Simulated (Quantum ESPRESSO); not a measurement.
# CoO in Quantum ESPRESSO: the effect of target pressure

The system is CoO.

```
Co O
1.0
    -1.50800    1.50800    2.10725
     1.50800   -1.50800    2.10725
     1.50800    1.50800   -2.10725
Co O
1 1
Direct
  0.00000 0.00000 0.00000
  0.50000 0.50000 0.00000
```

Alike in all runs:

- Program: Quantum ESPRESSO 7.5
- Task: relaxation of cell and atoms
- Functional: PBEsol
- Potentials or basis: GBRV 1.5 PBEsol
- Cutoff: 871 eV
- Density cutoff: 7007 eV
- k mesh: 8 × 8 × 8
- Occupations: fermi-dirac, width 0.05 eV
- Spin: collinear spin, ferromagnetic start
- Starting moments: [2.0, 0.0] μB

Each run relaxes the cell or the atoms first.

```tsv
target pressure	relaxed volume (Å³/atom)	moment (μB)
0 GPa	9.10	2.88
2 GPa	9.01	2.86
5 GPa	8.88	2.83
10 GPa	8.70	2.81
20 GPa	?	?
30 GPa	7.82	1.80
```

Q: What does the run with target pressure 20 GPa give?

A: Relaxed volume 8.11 Å³/atom; moment 2.01 μB.

Worked out: A parabola through the other rows of the relaxed volume, of slope -0.0435 Å³/atom per GPa there, gives 8.27 Å³/atom, against the run's 8.11. A parabola through the other rows of the moment, of slope -0.0494 μB per GPa there, gives 2.44 μB, against the run's 2.01.

Caveats: all runs use coarse meshes; a cell with one magnetic atom can't hold antiferromagnetic order, which such compounds often take; the volume moved by over 15 % at a fixed basis, so the end points are rough (some runs).
